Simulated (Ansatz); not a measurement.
## TiO₂, one structure, two calculations

Cell: a COD entry, its atoms then relaxed with PBE in this cell.

Space group P4_2/mnm (No. 136); a = 4.5922, c = 2.9574 Å.

```csv
site,Wyckoff,site symmetry,x,y,z
Ti,2a,m.mm,0.0000,0.0000,0.0000
O,4f,m.2m,0.3042,0.3042,0.0000
```

One atom of each set is listed.

First run. All values are calculated (Ansatz; DFT, PBE, plane waves and PAW, scalar-relativistic, 420 eV cutoff, Γ-centred 7×7×10 k-points, Fermi–Dirac smearing 0.02 eV), not measured.

| site | V_zz (10²¹ V/m²) | η |
| --- | --- | --- |
| Ti | -1.99 | 0.09 |
| O | 2.39 | 1.00 |

Second run. The same atoms and settings, except that the functional is r2SCAN and the cutoff is 500 eV.

Problem. Given the first result, estimate the second.

Solution. 

```json
{"site": "Ti", "V_zz": "-2.05", "η": "0.10", "change of V_zz": "-0.06"}
{"site": "O", "V_zz": "-2.66", "η": "0.88", "change of V_zz": "–"}
```

The largest change of V_zz along a kept axis is on Ti, from -1.99 to -2.05. The whole tensor moves most on O, by 0.27 along its most changed direction. In per cent, |V_zz| changes by +3 on Ti (all sites that start above 0.5, bar those whose gradient vanishes or changes sign or whose main axis turns by over 40°). On O the largest principal value lies along another axis in the second run, so the two V_zz can't be compared directly.

For the first run: At this cell the PBE pressure is 5 GPa, so with PBE the cell would grow if it were relaxed.
